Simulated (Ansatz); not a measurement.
Ti started in the widest void in rutile TiO2, 73 atoms, charge 0

All numbers come from Ansatz (PAW, plane waves, no spin–orbit coupling) at the single k point (¼, ¼, ¼) without its symmetry partners. The atoms were relaxed with PBEsol in a fixed cell; other functionals are single points on those atoms unless said otherwise. The valence top and gap of the host come from its small cell on a dense mesh, with the band extrema sought between the mesh points, lined up by the mean potential, PBEsol gap 1.87 eV, r²SCAN gap 2.24 eV.

Cell: a = 9.183 Å, b = 9.183 Å, c = 8.817 Å, α = 90.00°, β = 90.00°, γ = 90.00°.

Nearest atoms after relaxation, from the placed atom (for vacancies from the middle of the vacant sites): O at 1.91 Å, O at 1.91 Å, O at 2.01 Å, O at 2.01 Å, O at 2.01 Å, O at 2.02 Å, Ti at 2.56 Å, Ti at 2.56 Å.

Chemical potentials μ are those of reference phases of the elements at zero temperature by the same functional (the usual solids, diamond for C, grey Sn, and the molecules H2, N2, O2, F2, Cl2, Br2 and S8).

```
functional  E(defect) − E(host) − Σ nμ + q·E_VBM (eV)  monopole (eV)  alignment (eV)  formation energy at E_F = VBM (eV)  moment (μB)             wall time, shared host
    PBEsol                                      -1.66           0.00            0.00                               -1.66          1.9  60 s on NVIDIA GB300 (relaxation)
    r²SCAN                                      -1.25           0.00            0.00                               -1.25          2.0               12 s on NVIDIA GB300
```

r²SCAN one-electron levels near the gap (the ten most localised at most), from the host's valence top:

| level (eV) | spin | filling | atoms sharing it | element of the atom with most weight |
| --- | --- | --- | --- | --- |
| -0.25 | down | 1.00 | 43.0 | spread |
| -0.23 | up | 1.00 | 43.0 | spread |
| 2.07 | up | 1.00 | 14.2 | Ti |
| 2.09 | down | 1.00 | 11.7 | Ti |
| 2.45 | up | 1.00 | 32.0 | spread |
| 2.48 | up | 0.92 | 24.8 | spread |
| 2.53 | up | 0.08 | 27.4 | spread |

The charge sits partly or wholly in a band of the host, at the cell's one k point and not at the band edge, so the formation energy is too high and the charge correction doesn't apply as it stands.

All elements are taken at their own reference at once; growth conditions in equilibrium with the host shift these energies, by up to the host's formation enthalpy.

One k point and a cell of this size can leave errors of several tenths of an eV in such numbers.
